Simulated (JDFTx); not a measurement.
Crystal: CuO.

```
CELL_PARAMETERS angstrom
2.55255 0.00000 0.00000
0.00000 2.55255 0.00000
0.00000 0.00000 2.55255
ATOMIC_POSITIONS crystal
Cu 0.00000 0.00000 0.00000
O 0.50000 0.50000 0.50000
```

Measurements of this composition are mostly on another form, of space group No. 15.

- Program: JDFTx 1.7.0 (patched build)
- Task: relaxation of cell and atoms
- Functional: r2SCAN
- Potentials or basis: SG15-PBE-1.2 with smoothed tails
- Cutoff: 1361 eV
- Density cutoff: 10885 eV
- k mesh: 5 × 5 × 5
- Occupations: fermi-dirac, width 0.05 eV
- Spin: no spin polarisation

At the start: pressure 12.4 GPa; volume 8.32 Å³/atom.

Where does the relaxation end?

Over 6 steps the energy falls by 17.3 meV/atom and the volume is 8.79 Å³/atom (+5.7 %); space group Pm-3m (No. 221, to 0.05 Å).

Step by step:
| step | energy change (eV) | largest force (eV/Å) | pressure (GPa) | volume (Å³) |
| --- | --- | --- | --- | --- |
| 1 | 0.0000 | 0.0000 | 12.40 | 16.63 |
| 2 | -0.0074 | 0.0000 | 10.88 | 16.73 |
| 3 | -0.0343 | 0.0000 | 1.10 | 17.48 |
| 4 | -0.0347 | 0.0000 | 0.18 | 17.56 |
| 5 | -0.0347 | 0.0000 | -0.01 | 17.58 |
| 6 | -0.0347 | 0.0000 | 0.00 | 17.58 |

Final structure:
```
CELL_PARAMETERS angstrom
2.60006 0.00000 0.00000
0.00000 2.60006 0.00000
0.00000 0.00000 2.60006
ATOMIC_POSITIONS crystal
Cu 0.00000 0.00000 0.00000
O 0.50000 0.50000 0.50000
```

Caveat: the k mesh is coarse (spacing up to 0.49 Å⁻¹), so the values aren't converged; meta-GGA forces are noisy on this grid; the potentials were made for another functional, which shifts forces and pressure; an odd number of electrons without spin polarisation forces a metal; a magnetic or distorted state may lie lower; the run has no spin polarisation, though such a crystal can be magnetic.
